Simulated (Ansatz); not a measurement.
The system is CuO.

```
CELL_PARAMETERS angstrom
2.30558 -1.72961 0.07281
2.31576 1.74354 0.04815
-0.70809 -0.03897 5.12907
ATOMIC_POSITIONS crystal
Cu 0.01425 0.47965 0.06043
Cu 0.47088 0.15407 0.47412
O 0.56927 0.29603 0.26394
O 0.44560 0.57025 0.70150
```

The cell isn't the ideal one: all atoms moved at random, sigma 0.25 Å a component, cell strained at random, sigma 0.03.

Base run:

```yaml
Program: Ansatz 0.2.0
Functional: PBE
Potentials_or_basis: Ansatz PAW
Cutoff: "420 eV (not typed: the program's choice for these potentials)"
k_mesh: 10 × 10 × 5
Occupations: fermi-dirac, width 0.05 eV
Spin: no spin polarisation
Hubbard_terms: Cu d U = 8 eV
```

Its results: band gap on the k mesh none (metal or under the smearing width); pressure 101.7 GPa; largest force 43.078 eV/Å.

Question: The run is repeated on the same cell with these changes: hubbard terms from Cu d U = 8 eV to Cu d U = 1 eV. What comes out?

Answer: Band gap on the k mesh none (metal or under the smearing width); pressure 97.6 GPa; largest force 42.162 eV/Å.

Caveats: the cell as given lies far from equilibrium; the run has no spin polarisation, though such a crystal can be magnetic; U without spin polarisation on a metal has little footing; forces of over 1 eV/Å show positions far from the minimum, so gaps and moduli don't describe the material at rest.
